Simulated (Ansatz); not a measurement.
# EuO: the cost of one run

Method: DFT PBE, scalar-relativistic, plane waves, PAW, in Ansatz 0.2.0.

## (1) The structure to begin with

The structure is cubic, space group Fm-3m (No. 225). The conventional cell has a = 5.061 Å, b = 5.061 Å, c = 5.061 Å, α = 90.00°, β = 90.00°, γ = 90.00°. Eu (site symmetry m-3m) has 6 O at 2.53 Å as nearest neighbours. O (site symmetry m-3m) is surrounded by 6 Eu at 2.53 Å.

As a file:

```
Eu O
1.0
     0.00000    2.53030    2.53030
     2.53030    0.00000    2.53030
     2.53030    2.53030    0.00000
Eu O
1 1
Direct
  0.00000 0.00000 0.00000
  0.50000 0.50000 0.50000
```

An earlier run at PBE left this cell at 16.200 Å³/atom and 0.11 GPa (12×12×12 mesh).

## (2) Ferromagnetic, larger cell

File input.yaml:

```yaml
crystal:
  lattice:
    - [0.0, 2.5302957811, -2.5302957811]
    - [0.0, 2.5302957811, 2.5302957811]
    - [5.0605915622, 0.0, 0.0]
  atoms:
    - { symbol: Eu, position: [0.0, 0.0, 0.0], spin: 7.0 }
    - { symbol: O, position: [0.0, 1.0, 0.5] }
    - { symbol: Eu, position: [0.5, 0.5, 0.5], spin: 7.0 }
    - { symbol: O, position: [0.5, 1.5, 1.0] }
basis:
  ecutwfc: 420
  ecutrho_ratio: 4
kpoints:
  mp_grid: { grid: [8, 8, 6] }
hamiltonian:
  xc: pbe
scf:
  occupations: { method: gaussian, width: 0.05 }
  lower_state_search: "off"
output:
  forces: true
  stress: true
  eigenvalues: true
  populations: true
magnetization:
  spin_polarized: true
```

The run is started by

```sh
$ ansatz run input.yaml --threads 2 --pin off --max-ram 5120MiB --backend cpu --events-out ev --progress --plain --runs-dir out
```

Q: Estimate wall time and peak memory on 2 threads of Arm Neoverse N1, shared host.

About 27 s, with a peak of 0.47 GiB.
